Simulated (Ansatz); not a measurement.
# CdTe: the cost of one run

Program: Ansatz 0.2.0. Level of theory: DFT PBE, scalar-relativistic, plane waves, PAW. These are calculated values, not measurements.

The COD entry's cell or inner coordinates are ideal or old and differ from later refinements, so a difference from it is no clean test against experiment.

3 further runs of the same task are left out: 3 set aside as unsound or not needed.

**1. The starting structure**

The structure is cubic, space group F-43m (No. 216). The conventional cell has a = 6.617 Å, b = 6.617 Å, c = 6.617 Å, α = 90.00°, β = 90.00°, γ = 90.00°. Cd (site symmetry -43m) is surrounded by 4 Te at 2.87 Å. Te (site symmetry -43m) has 4 Cd at 2.87 Å as nearest neighbours.

As a file:

```
Cd Te
1.0
     0.00000    3.30869    3.30869
     3.30869    0.00000    3.30869
     3.30869    3.30869    0.00000
Cd Te
1 1
Cartesian
  0.0000 0.0000 0.0000
  1.6543 1.6543 1.6543
```

This cell was relaxed beforehand with the same method: volume 36.22 Å³/atom, gap on the mesh 0.59 eV.

**2. Bands, states and charges**

The input, input.yaml:

```yaml
crystal:
  lattice:
    - [0.0, 3.308686635, 3.308686635]
    - [3.308686635, 0.0, 3.308686635]
    - [3.308686635, 3.308686635, 0.0]
  atoms:
    - { symbol: Cd, position: [0.0, 0.0, 0.0] }
    - { symbol: Te, position: [0.25, 0.25, 0.25] }
basis:
  ecutwfc: 420
kpoints:
  mp_grid: { grid: [10, 10, 10] }
  band_path:
    path:
      - [[0.0, 0.0, 0.0], [-0.5, -0.5, 0.0], [-0.375, -0.375, 0.25]]
      - [[-0.375, 0.0, 0.375], [0.0, 0.0, 0.0], [0.0, 0.0, 0.5], [-0.5, -0.25, 0.25], [-0.5, -0.5, 0.0]]
    npoints: 14
hamiltonian:
  xc: pbe
scf:
  occupations: { method: gaussian, width: 0.02 }
  n_extra_bands: 6
output:
  forces: true
  stress: true
  eigenvalues: true
  populations: true
  dos: { projected: true, de: 0.02, nscf_kmesh: { grid: [15, 15, 15] } }
  bader: true
  write_density: true
  write_potential: true
  elf: true
  volumetric_format: npy
```

On the command line:

```sh
> ansatz run input.yaml --threads 1 --pin off --max-ram 2560MiB --backend cpu --events-out ev --progress --plain --runs-dir out
```

**Question.** How long does this run take on 1 thread of Intel Xeon Platinum 8175M at 2.50GHz (Skylake/Cascade Lake), shared host, and how much memory does it need?

About 53 s, with a peak of 0.55 GiB.
